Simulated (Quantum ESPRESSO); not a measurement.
Crystal: AlO.

```
CELL_PARAMETERS angstrom
2.76919 0.00000 0.00000
0.00000 2.76919 0.00000
0.00000 0.00000 2.76919
ATOMIC_POSITIONS crystal
Al 0.50000 0.50000 0.50000
O 0.00000 0.00000 0.00000
```

The cell was built by a generator and needn't be a form met in nature.

* Program: Quantum ESPRESSO 7.5
* Task: Wannier functions
* Functional: PBEsol
* Potentials or basis: GBRV 1.5 PBEsol
* Cutoff: 612 eV
* Density cutoff: 4898 eV
* k mesh: 8 × 8 × 8
* Occupations: fermi-dirac, width 0.05 eV
* Spin: no spin polarisation
* Mixing beta: 0.5
* Most SCF iterations: 120
* SCF threshold: 4e-10 Ry
* k mesh for the Wannier functions: 6 × 6 × 6

Start: SCDM with an erfc weight, μ = 4.0 eV over the reference level, σ = 2.0 eV, one function for each orbital of the shells Al sp, O sp. The reference level is the Fermi level, or the middle of the gap.

With SCDM with an erfc weight, how many functions result, how localised are they, and how well do they interpolate the bands?

8 functions with spreads from 0.55 to 3.44 Å², 14.8 Å² in all; they miss the direct bands by 33 meV (root mean square).

Wannier functions:
| function | nearest atom | distance (Å) | spread (Å²) | on-site energy from the reference level (eV) |
| --- | --- | --- | --- | --- |
| 1 | 2 O | 0.31 | 0.57 | -7.92 |
| 2 | 2 O | 0.31 | 0.55 | -7.82 |
| 3 | 2 O | 0.31 | 0.56 | -7.94 |
| 4 | 2 O | 0.31 | 0.56 | -7.94 |
| 5 | 1 Al | 0.81 | 2.90 | 2.34 |
| 6 | 1 Al | 1.05 | 3.41 | 2.51 |
| 7 | 1 Al | 0.99 | 2.80 | 1.94 |
| 8 | 1 Al | 0.81 | 3.44 | 2.94 |

Parts of the spread (Å²): invariant 10.17, diagonal 0.696, off-diagonal 3.91, total 14.78. Against the direct bands the interpolation misses by 33 meV (root mean square) and 245 meV at most, for states up to 1 eV over the reference level.

Caveat: an odd number of electrons without spin polarisation forces a metal; a magnetic or distorted state may lie lower.
